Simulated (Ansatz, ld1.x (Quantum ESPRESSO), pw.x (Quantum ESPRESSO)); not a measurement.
## Equation-of-state test of one TM potential (Mn (Z = 25))

```
Element                 : Mn
Generator               : ld1.x (Quantum ESPRESSO) 7.5
Type                    : norm-conserving Troullier–Martins (Kleinman–Bylander form)
Functional              : PBEsol
Relativity              : scalar-relativistic
Frozen core             : [Ar]
Valence charge          : 7
Reference configuration : 3d5 4s2 4p0
Partial waves           : 4s (bound): rc 2.05 bohr; 4p (bound, empty): rc 3.75 bohr; 3d (bound): rc 1.65 bohr
Local potential         : all-electron potential smoothed inside 2.75 bohr (lloc = -1)
Core correction         : a·sin(br)/r model core inside 1.04 bohr
```

Crystal test: bcc Mn in pw.x 7.5, no spin, 17³ k-points, Fermi–Dirac smearing 0.01 Ry, cutoffs 170/680 Ry. The lattice is a test structure that the element need not adopt, and mesh and smearing are coarse. Spin polarisation and strong correlation are left out, which matters for this element.

pw.x input:

```
&control
  calculation='scf', prefix='x', pseudo_dir='./', outdir='./tmp', tstress=.true., disk_io='low'
/
&system
  ibrav=0, nat=1, ntyp=1, ecutwfc=170, ecutrho=680, nbnd=11,
  occupations='smearing', smearing='fd', degauss=0.01
/
&electrons
  conv_thr=1e-09, mixing_beta=0.4, electron_maxstep=70
/
ATOMIC_SPECIES
Mn 1.0 Mn.UPF
CELL_PARAMETERS angstrom
  -1.37542136 1.37542136 1.37542136
  1.37542136 -1.37542136 1.37542136
  1.37542136 1.37542136 -1.37542136
ATOMIC_POSITIONS crystal
Mn 0.0000 0.0000 0.0000
K_POINTS automatic
17 17 17 0 0 0
```

```bash
pw.x < Mn.scf.in > Mn.scf.out
```

Q: How does the run end?

A: It converges; the pressure is 16.95 GPa against 0.50 GPa from all-electron LAPW. The largest radius (3.75 bohr) exceeds half the bond length (2.25 bohr), so the spheres overlap, which is one possible source of error among others. This is a poor potential for the solid. Atomic configuration tests: 2 of 7 tests not solved or not reliable. The log shows:

```
Message from routine setup:
     using ibrav=0 with symmetry is DISCOURAGED, use correct ibrav instead
     lattice parameter (alat)  =       4.5019  a.u.
     unit-cell volume          =      70.2367 (a.u.)^3
     number of electrons       =         7.00
     number of Kohn-Sham states=           11
     kinetic-energy cutoff     =     170.0000  Ry
     charge density cutoff     =     680.0000  Ry
     scf convergence threshold =      1.0E-09
     Exchange-correlation= PBESOL
     number of k points=   165  Fermi-Dirac smearing, width (Ry)=  0.0100
     iteration #  1     ecut=   170.00 Ry     beta= 0.40
     total energy              =     -41.13175870 Ry
     estimated scf accuracy    <       0.05604684 Ry
     iteration #  2     ecut=   170.00 Ry     beta= 0.40
     total energy              =     -41.14266123 Ry
     estimated scf accuracy    <       0.00187352 Ry
     iteration #  3     ecut=   170.00 Ry     beta= 0.40
     total energy              =     -41.14264885 Ry
     estimated scf accuracy    <       0.00056850 Ry
     iteration #  4     ecut=   170.00 Ry     beta= 0.40
     total energy              =     -41.14265585 Ry
     estimated scf accuracy    <       0.00000022 Ry
     iteration #  5     ecut=   170.00 Ry     beta= 0.40
     total energy              =     -41.14265591 Ry
     estimated scf accuracy    <       0.00000007 Ry
     iteration #  6     ecut=   170.00 Ry     beta= 0.40
     the Fermi energy is    15.5084 ev
!    total energy              =     -41.14265592 Ry
     estimated scf accuracy    <          1.0E-09 Ry
     smearing contrib. (-TS)   =      -0.00882239 Ry
     The total energy is F=E-TS. E is the sum of the following terms:
     one-electron contribution =      10.67084388 Ry
     hartree contribution      =       3.47621776 Ry
     xc contribution           =     -20.97716335 Ry
     ewald contribution        =     -34.30373181 Ry
     convergence has been achieved in   6 iterations
          total   stress  (Ry/bohr**3)                   (kbar)     P=      169.52
```
